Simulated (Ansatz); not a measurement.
# BN: a film clamped to a substrate

Theory: DFT PBE+D3(BJ), scalar-relativistic, plane waves, PAW in Ansatz. The runs took a 420 eV cutoff, a Γ-centred 12×12×4 mesh and Gaussian smearing (0.05 eV). No spin polarisation. Energies are free energies at this smearing, counted from the undisturbed cell; pressure is positive in compression.

The starting cell (relaxed at this level):

```
B N
1.0
     2.50644    0.00000    0.00000
    -1.25322    2.17064    0.00000
     0.00000    0.00000    6.61685
B N
2 2
Cartesian
  0.0000 1.4471 1.6542
  1.2532 0.7235 4.9626
  0.0000 1.4471 4.9626
  1.2532 0.7235 1.6542
```

The cell (4 atoms, V0 = 36.00 Å³) is strained by p along both x and y and by q along z, fractional coordinates fixed. τp = (1/V0) ∂E/∂p = (σxx + σyy)(1 + p)(1 + q) and τq = (1/V0) ∂E/∂q = σzz(1 + p)², with tension positive.

```
     p q  ΔE (meV/atom)  τp (GPa)  τq (GPa)
 0.000   0.000           0.00      0.01      0.02
-0.040   0.000         108.15   -102.09      0.22
 0.040   0.000          87.39     73.90     -0.07
 0.000  -0.040           1.48      0.13     -1.49
 0.000   0.040           1.11     -0.17      0.91
```

Question: Get the second derivatives of the energy density.

Answer: Central differences give A = ∂τp/∂p = 2200 GPa (C11 + C22 + 2 C12), C = ∂τq/∂q = 30 GPa (C33) and the cross term B = ∂τq/∂p = -3.6 GPa (C13 + C23); ∂τp/∂q = -3.8 GPa must equal B, and any difference shows higher-order terms. Steps this large leave an error of some per cent of A or C in all of these, which can swamp a small B. The ions are clamped.

Question: A film of this crystal grows with z along the normal on a substrate that imposes p. How does its thickness respond, and what does the misfit cost?

Answer: Count p and q from the stress-free cell. A free surface needs τq = 0, so q = −(B/C) p = 0.12 p. The energy density left is (A − B²/C) p²/2 = M p², with the biaxial modulus M = 1100 GPa; a misfit of 1 % costs 6.18 meV/atom, against 6.18 meV/atom if the thickness were held.

At p = -0.080 the energies along q are 493.7 (q = -0.080), 488.5 (q = -0.040), 487.9 (q = 0.000), 489.9 (q = 0.040), 493.4 (q = 0.080) meV/atom.

Question: Does the linear rule hold at this misfit?

Answer: A parabola through the lowest point and its neighbours has its minimum at q = -0.011, 487.8 meV/atom. With the stress left in the starting cell, τp0 and τq0, linear elasticity gives q = −(τq0 + Bp)/C = -0.010 and E = V0(τp0 p + τq0 q + Ap²/2 + Bpq + Cq²/2)/N = 395.3 meV/atom. The energies differ by more than a tenth, so the quadratic law fails here: the gap holds the anharmonic part, with some error from the wide steps. Cubic terms also shift the vertex of so wide a parabola.

Cost: 25 runs of about 1.8 core-minutes in all, on Intel Xeon Processor @ 2.50GHz (Skylake/Cascade Lake) (shared hosts).

The stiffness contrast, 2200 GPa in the plane against 30 GPa along the normal, reflects strong, partly ionic sp² B–N bonds within the layers and only dispersion, Pauli repulsion and weak electrostatics between them. Misfit energy is therefore almost entirely bond strain, and letting the thickness relax recovers practically nothing. The weak cross coupling has a negative sign, so the film thins slightly under in-plane compression, opposite to the usual Poisson response. This may reflect a changed overlap repulsion between the layers or the dispersion term itself, and so small a balance is a poor basis for a firm sign.

Compression costs more than equal tension because bond repulsion rises steeply at short distance. That asymmetry, scaled cubically, accounts for most of the energy missing from the quadratic law at the larger misfit. Clamping the ions is harmless for the elastic constants here, since symmetry fixes the internal coordinates under both strains. It does, however, exclude buckling, by which strongly compressed layers could lower their energy.
